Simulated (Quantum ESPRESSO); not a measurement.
**NaMnSe2: parallel and opposed starts**

A self-consistent run ends on one state, which hangs on the start. Several orders of NaMnSe2 are started in Quantum ESPRESSO and their energies compared.

Main program and level: Quantum ESPRESSO 7.5; PBEsol with U = 5 eV on Mn d (ortho-atomic projectors); plane waves with GBRV 1.5 PBEsol potentials, no spin-orbit coupling.

**1. Starting point**

Symmetry: P3m1, No. 156, trigonal system. The conventional cell has a = 4.026 Å, b = 4.026 Å, c = 7.234 Å, α = 90.00°, β = 90.00°, γ = 120.00°. Nearest to Na lie 6 Se at 2.92 to 3.16 Å. Nearest to Mn lie 4 Se at 2.30 to 2.54 Å. Nearest to Se lie 1 Mn at 2.30 Å and 3 Na at 2.92 Å. Nearest to Se lie 3 Mn at 2.54 Å and 3 Na at 3.16 Å. Farther neighbours and most contacts between anions are not listed.

The cell comes from Materials Project 2023-11-01, a database of computed structures, and need not be the stable phase.

**2. Run 1, typed as ferro +**

The signs are those of the starting moments on the seeded atoms, the atoms that are given a moment.

Contents of pw.in:

```
&CONTROL
  calculation = 'scf'
  prefix = 'pwscf'
  outdir = './tmp'
  pseudo_dir = './pseudo'
  disk_io = 'nowf'
/
&SYSTEM
  ibrav = 0
  nat = 4
  ntyp = 3
  ecutwfc = 40
  ecutrho = 280
  nbnd = 29
  occupations = 'smearing'
  smearing = 'fd'
  degauss = 0.00999582
  nspin = 2
  starting_magnetization(1) = 0
  starting_magnetization(2) = 0.3
  starting_magnetization(3) = 0
/
&ELECTRONS
  conv_thr = 8d-09
  electron_maxstep = 150
  mixing_beta = 0.3
/
ATOMIC_SPECIES
Na     22.9898 na_pbesol_v1.5.uspp.F.UPF
Mn     54.9380 mn_pbesol_v1.5.uspp.F.UPF
Se     78.9710 se_pbesol_v1.uspp.F.UPF
CELL_PARAMETERS bohr
   7.6075789226    0.0000000000    0.0000000000
  -3.8037894613    6.5883566083    0.0000000000
   0.0000000000    0.0000000000   13.6705376780
ATOMIC_POSITIONS crystal
Na      0.0000000000    0.0000000000    0.7728810000
Mn      0.3333333300    0.6666666700    0.3343830000
Se      0.3333333300    0.6666666700    0.0171180000
Se      0.6666666700    0.3333333300    0.4765180000
K_POINTS automatic
6 6 6 0 0 0
HUBBARD {ortho-atomic}
U Mn-3d 5.0000
```

On the command line:

```bash
OMP_NUM_THREADS=1 mpirun -n 4 pw.x -nk 4 -in pw.in > pw.out
```

What it wrote:

```text
Program PWSCF v.7.5 starts

     Message from routine setup:
     using ibrav=0 with symmetry is DISCOURAGED, use correct ibrav instead

     K-points division:     npool     =       4
     Subspace diagonalization in iterative solution of the eigenvalue problem:

     G-vector sticks info
     --------------------
     sticks:   dense  smooth     PW     G-vecs:    dense   smooth      PW
     Sum        1123     649    199                54259    23443    3865

     Using Slab Decomposition

     bravais-lattice index     =            0
     lattice parameter (alat)  =       7.6076  a.u.
     unit-cell volume          =     685.1871 (a.u.)^3
     number of atoms/cell      =            4
     number of atomic types    =            3
     number of electrons       =        36.00
     number of Kohn-Sham states=           29
     kinetic-energy cutoff     =      40.0000  Ry
     charge density cutoff     =     280.0000  Ry
     scf convergence threshold =      8.0E-09
     mixing beta               =       0.3000
     number of iterations used =            8  plain     mixing
     Exchange-correlation= SLA  PW   PSX  PSC
                           (   1   4  10   8   0   0   0)
     Hubbard projectors: ortho-atomic
     Hubbard parameters of DFT+U (Dudarev formulation) in eV:
     U(Mn-3d) =  5.0000

     Internal variables: lda_plus_u =T, lda_plus_u_kind = 0

     Internal variables: orbital_resolved =F, hub_pot_fix =F, apply_U = F

     celldm(1)=   7.607579  celldm(2)=   0.000000  celldm(3)=   0.000000
     celldm(4)=   0.000000  celldm(5)=   0.000000  celldm(6)=   0.000000

     crystal axes: (cart. coord. in units of alat)
               a(1) = (   1.000000   0.000000   0.000000 )
               a(2) = (  -0.500000   0.866025   0.000000 )
               a(3) = (   0.000000   0.000000   1.796963 )

     reciprocal axes: (cart. coord. in units 2 pi/alat)
               b(1) = (  1.000000  0.577350 -0.000000 )
               b(2) = (  0.000000  1.154701  0.000000 )
               b(3) = (  0.000000 -0.000000  0.556494 )

     PseudoPot. # 1 for Na read from file:
     na_pbesol_v1.5.uspp.F.UPF
     Pseudo is Ultrasoft, Zval =  9.0
     Generated by new atomic code, or converted to UPF format
     Using radial grid of  819 points,  5 beta functions with:
                l(1) =   0
                l(2) =   0
                l(3) =   1
                l(4) =   1
                l(5) =   2
     Q(r) pseudized with  8 coefficients,  rinner =    1.250   1.250   1.250
                                                       1.250   1.250

     PseudoPot. # 2 for Mn read from file:
     mn_pbesol_v1.5.uspp.F.UPF
     Pseudo is Ultrasoft + core correction, Zval = 15.0
     Generated by new atomic code, or converted to UPF format
     Using radial grid of  859 points,  6 beta functions with:
                l(1) =   0
                l(2) =   0
                l(3) =   1
                l(4) =   1
                l(5) =   2
                l(6) =   2
     Q(r) pseudized with  8 coefficients,  rinner =    0.950   0.950   0.950
                                                       0.950   0.950

     PseudoPot. # 3 for Se read from file:
     se_pbesol_v1.uspp.F.UPF
     Pseudo is Ultrasoft + core correction, Zval =  6.0
     Generated by new atomic code, or converted to UPF format
     Using radial grid of  877 points,  6 beta functions with:
                l(1) =   0
                l(2) =   0
                l(3) =   1
                l(4) =   1
                l(5) =   2
                l(6) =   2
     Q(r) pseudized with  8 coefficients,  rinner =    1.300   1.300   1.300
                                                       1.300   1.300

     atomic species   valence    mass     pseudopotential
     Na                9.00    22.98980     Na( 1.00)
     Mn               15.00    54.93800     Mn( 1.00)
     Se                6.00    78.97100     Se( 1.00)

     Starting magnetic structure
     atomic species   magnetization
     Na              0.000
     Mn              0.300
     Se              0.000

      6 Sym. Ops. (no inversion) found

   Cartesian axes

     site n.     atom                  positions (alat units)
         1        Na     tau(   1) = (   0.0000000   0.0000000   1.3888385  )
         2        Mn     tau(   2) = (  -0.0000000   0.5773503   0.6008739  )
         3        Se     tau(   3) = (  -0.0000000   0.5773503   0.0307604  )
         4        Se     tau(   4) = (   0.5000000   0.2886751   0.8562852  )

     number of k points=    34  Fermi-Dirac smearing, width (Ry)=  0.0100
                       cart. coord. in units 2pi/alat
        k(    1) = (   0.0000000   0.0000000   0.0000000), wk =   0.0046296
        k(    2) = (   0.0000000   0.0000000   0.0927491), wk =   0.0092593
        k(    3) = (   0.0000000   0.0000000   0.1854982), wk =   0.0092593
        k(    4) = (   0.0000000   0.0000000  -0.2782472), wk =   0.0046296
        k(    5) = (   0.0000000   0.1924501   0.0000000), wk =   0.0277778
        [... 29 further k-points ...]

     Dense  grid:    54259 G-vectors     FFT dimensions: (  45,  45,  75)

     Smooth grid:    23443 G-vectors     FFT dimensions: (  32,  32,  60)

     Check: negative core charge=   -0.000015
     Generating pointlists ...
     new r_m :   0.2992 (alat units)  2.2759 (a.u.) for type    1
     new r_m :   0.2352 (alat units)  1.7891 (a.u.) for type    2
     new r_m :   0.2352 (alat units)  1.7891 (a.u.) for type    3

     Initial potential from superposition of free atoms

     starting charge      35.4934, renormalised to      36.0000

     STARTING HUBBARD OCCUPATIONS:

     =================== HUBBARD OCCUPATIONS ===================
     ------------------------ ATOM    2 ------------------------
     Tr[ns(  2)] (up, down, total) =   5.00000  0.00000  5.00000
     Atomic magnetic moment for atom   2 =   5.00000
     [... lines left out ...]
     Number of occupied Hubbard levels =    5.0000

     Atomic wfc used for Hubbard projectors are orthogonalized

     Starting wfcs are   26 randomized atomic wfcs +    3 random wfcs

     Self-consistent Calculation

     iteration #  1     ecut=    40.00 Ry     beta= 0.30
     Davidson diagonalization with overlap
     ethr =  1.00E-02,  avg # of iterations =  5.9

     =================== HUBBARD OCCUPATIONS ===================
     ------------------------ ATOM    2 ------------------------
     Tr[ns(  2)] (up, down, total) =   4.80204  0.23767  5.03971
     Atomic magnetic moment for atom   2 =   4.56437
     [... lines left out ...]
     Number of occupied Hubbard levels =    5.0397

     Threshold (ethr) on eigenvalues was too large:
     Diagonalizing with lowered threshold

     Davidson diagonalization with overlap
     ethr =  8.70E-04,  avg # of iterations =  1.2

     total energy              =    -392.82951833 Ry
     estimated scf accuracy    <       0.31927813 Ry

     total magnetization       =     4.23 Bohr mag/cell
     absolute magnetization    =     5.08 Bohr mag/cell

     iteration #  2     ecut=    40.00 Ry     beta= 0.30
     Davidson diagonalization with overlap
     ethr =  8.87E-04,  avg # of iterations =  1.9

     total energy              =    -392.86468058 Ry
     estimated scf accuracy    <       0.05682555 Ry

     total magnetization       =     4.39 Bohr mag/cell
     absolute magnetization    =     5.09 Bohr mag/cell

     iteration #  3     ecut=    40.00 Ry     beta= 0.30
     Davidson diagonalization with overlap
     ethr =  1.58E-04,  avg # of iterations =  3.8

     total energy              =    -392.87142884 Ry
     estimated scf accuracy    <       0.03324556 Ry

     total magnetization       =     4.16 Bohr mag/cell
     absolute magnetization    =     5.18 Bohr mag/cell

     [... further iterations left out ...]

     iteration # 10     ecut=    40.00 Ry     beta= 0.30
     Davidson diagonalization with overlap
     ethr =  6.54E-09,  avg # of iterations =  3.8

     negative rho (up, down):  0.000E+00 4.897E-04

     total energy              =    -392.87991932 Ry
     estimated scf accuracy    <       0.00000301 Ry

     total magnetization       =     4.08 Bohr mag/cell
     absolute magnetization    =     5.42 Bohr mag/cell

     iteration # 11     ecut=    40.00 Ry     beta= 0.30
     Davidson diagonalization with overlap
     ethr =  6.54E-09,  avg # of iterations =  2.0

     negative rho (up, down):  0.000E+00 4.891E-04

     total energy              =    -392.87992006 Ry
     estimated scf accuracy    <       0.00000038 Ry

     total magnetization       =     4.08 Bohr mag/cell
     absolute magnetization    =     5.43 Bohr mag/cell

     iteration # 12     ecut=    40.00 Ry     beta= 0.30
     Davidson diagonalization with overlap
     ethr =  1.04E-09,  avg # of iterations =  2.2

     negative rho (up, down):  0.000E+00 4.891E-04

     total energy              =    -392.87992023 Ry
     estimated scf accuracy    <       0.00000008 Ry

     total magnetization       =     4.08 Bohr mag/cell
     absolute magnetization    =     5.43 Bohr mag/cell

     iteration # 13     ecut=    40.00 Ry     beta= 0.30
     Davidson diagonalization with overlap
     ethr =  2.15E-10,  avg # of iterations =  2.9

     negative rho (up, down):  0.000E+00 4.891E-04

     Magnetic moment per site  (integrated on atomic sphere of radius R)
     atom   1 (R=0.299)  charge=  8.1882  magn=  0.0013
     atom   2 (R=0.235)  charge= 12.6904  magn=  4.1537
     atom   3 (R=0.235)  charge=  3.1400  magn= -0.2918
     atom   4 (R=0.235)  charge=  3.1829  magn= -0.0771

     End of self-consistent calculation

     =================== HUBBARD OCCUPATIONS ===================
     ------------------------ ATOM    2 ------------------------
     Tr[ns(  2)] (up, down, total) =   4.91433  0.32877  5.24310
     Atomic magnetic moment for atom   2 =   4.58556
     [... lines left out ...]
     Number of occupied Hubbard levels =    5.2431

     [... lines left out ...]
     the Fermi energy is     4.2308 ev

!    total energy              =    -392.87992027 Ry
     estimated scf accuracy    <          1.9E-09 Ry
     smearing contrib. (-TS)   =      -0.00845586 Ry
     internal energy E=F+TS    =    -392.87146440 Ry

     The total energy is F=E-TS. E is the sum of the following terms:
     one-electron contribution =    -263.08691354 Ry
     hartree contribution      =     139.94317525 Ry
     xc contribution           =     -99.35844211 Ry
     ewald contribution        =    -170.44027705 Ry
     Hubbard energy            =       0.07099305 Ry

     total magnetization       =     4.08 Bohr mag/cell
     absolute magnetization    =     5.43 Bohr mag/cell

     convergence has been achieved in  13 iterations

=------------------------------------------------------------------------------=
   JOB DONE.
=------------------------------------------------------------------------------=
```

It took 21 s on 4 MPI ranks of AMD EPYC 9R45, shared host; peak memory 0.74 GiB; 82 s of CPU time.

Spin moment in the atom's sphere by atom:

```csv
atom,spin moment in the atom's sphere (μB)
Na1,0.00
Mn2,4.15
Se3,-0.29
Se4,-0.08
```

This step gave:

| Quantity | Value |
| --- | --- |
| smearing term TS | 0.1150 eV |
| magnetization | 4.081 μB |
| absolute magnetization | 5.427 μB |
| final state | ferromagnetic |

Spin density in the ac plane at fractional y = 0.667, with atoms of Mn and Se within 0.2 Å of it.

Ten even steps from '0' (-0.3 e/Å³) to '9' (6.5 e/Å³), each cell a mean:
```
00000000000000
00000000000000
00000000000000
00000000000000
00000000000000
00000000000000
00000000000000
00000000000000
00000000000000
00000000000000
00000000000000
00000000000000
00000000000000
00011100000000
00125420000000
00159931000000
00149831000000
00023310000000
00000000000000
00000000000000
00000000000000
00000000000000
00000000000000
00000000000000
```
Columns run along a (4.0 Å), rows up along c (7.2 Å). Atoms in or near the plane, at fractional coordinates: Mn at (0.33, 0.33), Se at (0.33, 0.02).

Valence density in the ac plane at fractional y = 0.667, with atoms of Mn and Se within 0.2 Å of it. It is the smooth field of the valence electrons, not physical close to the nuclei.

Values in e/Å³, 24 rows by 14 columns, each cell a mean:
```
 0  0  1  0  1  0  1  1  0  0  0  0  0  0
 0  0  1  1  1  1  1  1  0  0  0  0  0  0
 0  0  0  1  1  1  0  0  0  0  0  0  0  0
 0  0  0  0  0  0  0  0  0  0  0  0  0  0
 0  0  0  0  0  0  0  0  0  0  0  0  0  0
 0  0  0  0  0  0  0  0  0  0  0  0  0  0
 0  0  0  0  0  0  0  0  0  0  0  0  0  0
 0  0  0  0  0  0  0  0  0  0  0  0  0  0
 0  0  0  0  0  0  0  0  0  0  0  0  0  0
 0  0  0  0  0  0  0  0  0  0  0  0  0  0
 0  0  0  0  0  0  0  0  0  0  0  0  0  0
 0  0  0  0  0  0  0  0  0  0  0  0  0  0
 0  0  0  0  0  0  0  0  0  0  0  0  0  0
 0  0  0  1  2  2  1  0  0  0  0  0  0  0
 0  0  1  6 13 11  4  1  0  0  0  0  0  0
 0  0  3 13 14 17  8  1  0  0  0  0  0  0
 0  0  2 11 17 17  7  1  0  0  0  0  0  0
 0  0  1  3  7  6  2  1  0  0  0  0  0  0
 0  0  0  1  1  1  1  0  0  0  0  0  0  0
 0  0  0  0  1  1  0  0  0  0  0  0  0  0
 0  0  0  1  1  1  1  0  0  0  0  0  0  0
 0  0  1  1  1  1  1  1  0  0  0  0  0  0
 0  0  1  0  1  1  1  1  0  0  0  0  0  0
 0  1  1  0  3  2  0  1  0  0  0  0  0  0
```
Columns run along a (4.0 Å), rows up along c (7.2 Å). Atoms in or near the plane, at fractional coordinates: Mn at (0.33, 0.33), Se at (0.33, 0.02).

[end of part 1 of 3]

[Logs and program files are shortened in this print: banners, set-up blocks, solver, clock and traceback lines can be left out without a mark of their own.]

[Logs are printed without paths, hosts, clocks, repeated set-up lines and the standing remarks that a program may print on its own settings, such as how far it seeks lower states.]

[Hosts, paths, dates, database ids (printed as entryN), source tags and the programs' standing remarks are cut or masked in the printed files.]

[Where a cell is said to come from a database of computed structures, the database is the Materials Project.]
